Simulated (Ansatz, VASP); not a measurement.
InP in VASP and in Ansatz

The input INCAR:

```
PREC = Accurate
ENCUT = 520
EDIFF = 1E-6
ISMEAR = -1
SIGMA = 0.02
LREAL = F
LASPH = T
NELM = 60
ALGO = Normal
ISIF = 2
LWAVE = F
LCHARG = T
GGA = PE
LELF = T
LVHAR = T
NBANDS = 16
```

Contents of KPOINTS:

```
Automatic mesh
0
Gamma
  8 8 8
```

File POSCAR:

```
InP
1.0
    0.0000000000      2.9537876392      2.9537876392
    2.9537876392      0.0000000000      2.9537876392
    2.9537876392      2.9537876392      0.0000000000
In P
1 1
Direct
    0.0000000000      0.0000000000      0.0000000000
    0.2500000000      0.2500000000      0.2500000000
```

Input for Ansatz:

```yaml
crystal:
  lattice:
    - [0.0, 2.9537876392, 2.9537876392]
    - [2.9537876392, 0.0, 2.9537876392]
    - [2.9537876392, 2.9537876392, 0.0]
  atoms:
    - { symbol: In, position: [0.0, 0.0, 0.0] }
    - { symbol: P, position: [0.25, 0.25, 0.25] }
kpoints:
  mp_grid: { grid: [8, 8, 8] }
  band_path:
    path:
      - [0.0, 0.0, 0.0]
      - [-0.5, -0.5, 0.0]
      - [-0.375, -0.375, 0.25]
      - [-0.375, 0.0, 0.375]
      - [0.0, 0.0, 0.5]
      - [-0.5, -0.25, 0.25]
    npoints: 1
hamiltonian:
  xc: pbe
scf:
  occupations: { method: fermi_dirac, width: 0.02 }
  n_extra_bands: 4
output:
  forces: true
  stress: true
  eigenvalues: true
```

The cell was built by a generator and needn't be a form met in nature.

Alike in both runs: task single point; functional PBE; k mesh 8 × 8 × 8; occupations fermi-dirac, width 0.02 eV; no spin polarisation.

|  | VASP | Ansatz |
| --- | --- | --- |
| version | VASP 6.6.1 | Ansatz 0.2.0 |
| potentials or method | VASP PAW PBE potentials, release 64 (In_d, P) | plane waves, PAW |
| plane-wave cutoff (eV) | 520 | 420 |
| valence electrons in the cell | 18 | 18 |

Ansatz gave:

```
pressure (GPa) : 1.7
```

Q: Estimate VASP's values.

A: Pressure (GPa): 1.6.

The functional is the same, so the differences come from potentials, cutoffs and numerics.

Caveats: spin-orbit coupling is left out, which moves the levels of the heavy elements.
